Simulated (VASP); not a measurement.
Input of a VASP 6.6.1 run:

The input INCAR:

```
  ALGO = Normal
  EDIFF = 1E-6
  ENCUT = 520
  GGA = PE
  ISIF = 2
  ISMEAR = 0
  LASPH = T
  LCHARG = F
  LREAL = F
  LWAVE = F
  NBANDS = 17
  NELM = 60
  PREC = Accurate
  SIGMA = 0.024
```

File KPOINTS:

```
k-points
0
Gamma
  8 8 8
```

POSCAR

```
PbSe
1.0
    0.0000000000      3.0606500000      3.0606500000
    3.0606500000      0.0000000000      3.0606500000
    3.0606500000      3.0606500000      0.0000000000
Pb Se
1 1
Direct
    0.0000000000      0.0000000000      0.0000000000
    0.5000000000      0.5000000000      0.5000000000
```

Potentials or basis: VASP PAW PBE potentials, release 64 (Pb_d, Se).

Command:

```bash
$ cat potpaw_PBE.64/Pb_d/POTCAR potpaw_PBE.64/Se/POTCAR > POTCAR
$ mpirun -np 1 vasp_std > vasp.out
```

Q: What does it give for the pressure?

A: 2.4 GPa.

Q: Estimate the band gap on the k mesh.

A: 0.29 eV, direct.

Caveat: spin-orbit coupling is left out, which as a rule narrows the gap of such compounds by several tenths of an eV.

**What was measured.**

A printed reference work, monograph reports, for a bulk crystal of PbSe at 4.2 K: band gap 0.15 eV (direct).

Measured gap of PbSe: 0.15 eV (direct; 4.2 K; a printed reference work, monograph). This calculation gives 0.29 eV (+0.14 eV). 2 values of this kind are on record (0.15 to 0.28 eV); this one was drawn at random. Spin-orbit coupling on Pb, Se is left out. The value is that of PBE on a finite k mesh, which can miss the band edges, without temperature or zero-point motion.
